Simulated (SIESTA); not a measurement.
Crystal: SiC.

```
Si C
1.0
     3.07569    0.00000    0.00000
    -1.53785    2.66363    0.00000
     0.00000    0.00000   10.07065
Si C
4 4
Direct
  0.00000 0.00000 0.18789
  0.00000 0.00000 0.68789
  0.33333 0.66667 0.43784
  0.66667 0.33333 0.93784
  0.00000 0.00000 0.00046
  0.00000 0.00000 0.50046
  0.33333 0.66667 0.24980
  0.66667 0.33333 0.74980
```

The cell is a database's computed one.

Base run:

| Item | Value |
| --- | --- |
| Program | SIESTA 5.4.2 |
| Functional | AM05 |
| Potentials or basis | PseudoDojo 0.4 standard (PBEsol files) |
| Basis | DZP (energy shift 0.003 Ry) |
| Grid cutoff | 500 Ry |
| Energy shift | 0.003 Ry |
| k mesh | 10 × 10 × 3 |
| Occupations | fermi-dirac, width 0.05 eV |
| Spin | no spin polarisation |

Its results: band gap on the k mesh 2.10 eV, indirect (least direct gap 3.25 eV); pressure 3.0 GPa; largest force 0.021 eV/Å.

The run is repeated on the same cell with these changes: functional from AM05 to LDA; potentials or basis from PseudoDojo 0.4 standard (PBEsol files) to PseudoDojo 0.4 standard (LDA files). What comes out?

Band gap on the k mesh 2.18 eV, indirect (least direct gap 3.31 eV); pressure -1.4 GPa; largest force 0.025 eV/Å.

Caveats: the basis of atomic orbitals isn't converged, which shifts pressures, moduli and gaps; the potentials were made for another functional, which shifts forces and pressure (some runs).
